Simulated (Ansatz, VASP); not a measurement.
**SrO: VASP beside Ansatz**

File INCAR:

```
SYSTEM = SrO
PREC = Accurate
ENCUT = 520
EDIFF = 1E-6
ISMEAR = 0
SIGMA = 0.01
LREAL = .FALSE.
LASPH = .TRUE.
NELM = 60
ALGO = Normal
ISIF = 2
LWAVE = .FALSE.
LCHARG = .FALSE.
GGA = PS
NBANDS = 15
```

File KPOINTS:

```
Automatic mesh
0
G
  6 6 6
  0 0 0
```

Contents of POSCAR:

```
SrO
1.0
    0.0000000000      2.5613268558      2.5613268558
    2.5613268558      0.0000000000      2.5613268558
    2.5613268558      2.5613268558      0.0000000000
Sr O
1 1
Direct
    0.0000000000      0.0000000000      0.0000000000
    0.5000000000      0.5000000000      0.5000000000
```

Input for Ansatz:

```yaml
crystal:
  lattice:
    - [0.0, 2.5613268558, 2.5613268558]
    - [2.5613268558, 0.0, 2.5613268558]
    - [2.5613268558, 2.5613268558, 0.0]
  atoms:
    - { symbol: Sr, position: [0.0, 0.0, 0.0] }
    - { symbol: O, position: [0.5, 0.5, 0.5] }
basis:
  ecutwfc: 420
kpoints:
  mp_grid: { grid: [6, 6, 6] }
  band_path:
    path:
      - [0.0, 0.0, 0.0]
      - [0.0, 0.0, 0.0]
      - [0.0, 0.0, 0.0]
      - [0.0, 0.0, 0.0]
      - [0.0, 0.0, 0.0]
      - [0.0, 0.0, 0.0]
      - [0.0, 0.0, 0.0]
      - [0.0, 0.0, 0.0]
      - [0.0, 0.0, 0.0]
      - [0.0, 0.0, 0.0]
      - [0.0, 0.0, 0.0]
      - [0.0, 0.0, 0.0]
      - [0.0, 0.0, 0.0]
      - [0.0, 0.0, 0.0]
      - [0.0, 0.0, 0.0]
      - [0.0, 0.0, 0.0]
      - [0.0, 0.0, 0.0]
      - [0.0, 0.0, 0.0]
      - [0.0, 0.0, 0.0]
      - [0.0, 0.0, 0.0]
      - [0.0, 0.0, 0.0]
      - [0.0, 0.0, 0.0]
      - [0.0, 0.0, 0.0]
      - [0.0, 0.0, 0.0]
      - [0.0, 0.0, 0.0]
      - [0.0, 0.0, 0.0]
      - [0.3, 0.3, 0.0]
      - [0.3166666667, 0.3166666667, 0.0]
      - [0.3333333333, 0.3333333333, 0.0]
      - [0.35, 0.35, 0.0]
      - [0.3666666667, 0.3666666667, 0.0]
      - [0.3833333333, 0.3833333333, 0.0]
      - [0.4, 0.4, 0.0]
      - [0.4166666667, 0.4166666667, 0.0]
      - [0.4333333333, 0.4333333333, 0.0]
      - [0.45, 0.45, 0.0]
      - [0.4666666667, 0.4666666667, 0.0]
      - [0.4833333333, 0.4833333333, 0.0]
      - [0.5, 0.5, 0.0]
      - [0.5, 0.5, 0.5]
      - [0.5, 0.5, 0.5]
      - [0.5, 0.5, 0.5]
      - [0.5, 0.5, 0.5]
      - [0.5, 0.5, 0.5]
      - [0.5, 0.5, 0.5]
      - [0.5, 0.5, 0.5]
      - [0.5, 0.5, 0.5]
      - [0.5, 0.5, 0.5]
      - [0.5, 0.5, 0.5]
      - [0.5, 0.5, 0.5]
      - [0.5, 0.5, 0.5]
      - [0.5, 0.5, 0.5]
      - [0.5, 0.5, 0.5]
      - [0.5, 0.5, 0.5]
      - [0.5, 0.5, 0.5]
      - [0.5, 0.5, 0.5]
      - [0.5, 0.5, 0.5]
      - [0.5, 0.5, 0.5]
      - [0.5, 0.5, 0.5]
      - [0.5, 0.5, 0.5]
      - [0.5, 0.5, 0.5]
      - [0.5, 0.5, 0.5]
      - [0.5, 0.5, 0.5]
      - [0.5, 0.5, 0.5]
      - [0.5, 0.5, 0.5]
    npoints: 1
hamiltonian:
  xc: pbesol
  pseudopotentials: { kind: paw, azcp: { folder: soft_1 } }
scf:
  occupations: { method: fixed }
  n_extra_bands: 5
output:
  eigenvalues: true
```

Alike in both runs: task single point; functional PBEsol; k mesh 6 × 6 × 6; no spin polarisation.

|  | VASP | Ansatz |
| --- | --- | --- |
| version | VASP 6.6.1 | Ansatz 0.2.0 |
| potentials or method | VASP PAW PBE potentials, release 64 (Sr_sv, O) | scalar-relativistic, plane waves, PAW |
| plane-wave cutoff (eV) | 520 | 420 |
| occupations | gaussian, width 0.01 eV | fixed |
| valence electrons in the cell | 16 | 16 |

```csv
,VASP,Ansatz,Ansatz less VASP
gap on the k mesh at the Fermi level (eV),3.15,3.20,+0.050
least direct gap on the mesh (eV),3.23,3.27,+0.040
```

Ansatz warned: «pseudo_functional_mismatch».

 A k mesh can miss the band edges.
